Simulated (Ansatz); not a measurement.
Runs of Ansatz 0.2.0 on Ir. The structure is hexagonal, space group P6_3/mmc (No. 194). Conventional cell: a = 2.751 Å, b = 2.751 Å, c = 4.462 Å, α = 90.00°, β = 90.00°, γ = 120.00°. Ir (site symmetry -6m2) has 12 Ir at 2.74 to 2.75 Å as nearest neighbours. This isn't the form of Ir at room conditions, which is fcc.

| task | level | spin | cell | k mesh | cutoff (eV) | points for each segment of the path | gap on the mesh (eV) | pressure (GPa) | relaxed volume (Å³/atom) |
| --- | --- | --- | --- | --- | --- | --- | --- | --- | --- |
| band structure | LDA | off | as given | 11 × 11 × 6 | 420 | 14 | none | -17.8 | - |
| relaxation of cell and atoms | revPBE | off | relaxed | 11 × 11 × 6 | 420 | - | none | 0.0 | (a) |
| relaxation of cell and atoms | BLYP+D3(BJ) | off | relaxed | 11 × 11 × 6 | 420 | - | none | 0.0 | 14.46 |
| relaxation of cell and atoms | BLYP | off | relaxed | 11 × 11 × 6 | 420 | - | none | 0.0 | (b) |
| band structure | r2SCAN | SOC, no magnetisation | as given | 8 × 8 × 5 | 500 | 14 | none | -7.3 | - |

Alike in all rows: potentials or basis Ansatz PAW; smearing fermi-dirac 0.05 eV.

Task: Fill in the values left out.

Result: (a) 14.70; (b) 15.33.

Caveats: the PAW data sets come from PBE, with cores solved anew for the run's functional, which leaves a small shift of forces and pressure; the plane-wave basis is chosen anew once the cell has moved, so the energies of steps on either side of that aren't comparable (some runs); so large a pressure means that the cell lies far from this level's equilibrium, or that cutoff or potentials fall short (some runs); spin-orbit coupling is left out, which moves the levels of the heavy elements (some runs); pairwise dispersion overbinds metals, which lowers pressure and volume (some runs).

A k mesh can miss the band edges, and rows without SOC leave out spin-orbit coupling on Ir.

A gap of «none» marks a metal or a gap under the smearing width.

Runs at the PBE level aren't shown here.
